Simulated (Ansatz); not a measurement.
Sc:

```
CELL_PARAMETERS angstrom
0.00000 2.26000 2.26000
2.26000 0.00000 2.26000
2.26000 2.26000 0.00000
ATOMIC_POSITIONS crystal
Sc 0.00000 0.00000 0.00000
```

This isn't the form of Sc at room conditions, which is hcp.

```yaml
Program: Ansatz 0.2.0
Task: relaxation of cell and atoms
Functional: PBEsol
Potentials_or_basis: Ansatz PAW
Cutoff: "420 eV (not typed: the program's choice for these potentials)"
k_mesh: 10 × 10 × 10
Occupations: fermi-dirac, width 0.05 eV
Spin: no spin polarisation
```

At the start: volume 23.09 Å³/atom.

Task: Where does the relaxation end?

Result: It ends after 4 steps and the volume is 23.61 Å³/atom (+2.3 %); space group Fm-3m (No. 225, to 0.05 Å).

Step by step:
```tsv
step	energy change (eV)	largest force (eV/Å)	volume (Å³)
1	0.0000	0.0000	23.09
2	-0.0019	0.0000	23.70
3	-0.0020	0.0000	23.61
4	-0.0020	0.0000	23.61
```

Final structure:
```
Sc
1.0
     0.00000    2.27701    2.27701
     2.27701    0.00000    2.27701
     2.27701    2.27701    0.00000
Sc
1
Cartesian
  0.0000 0.0000 0.0000
```

Caveat: the plane-wave basis is chosen anew once the cell has moved, so the energies of steps on either side of that aren't comparable; the PAW data sets come from PBE, with cores solved anew for the run's functional, which leaves a small shift of forces and pressure.
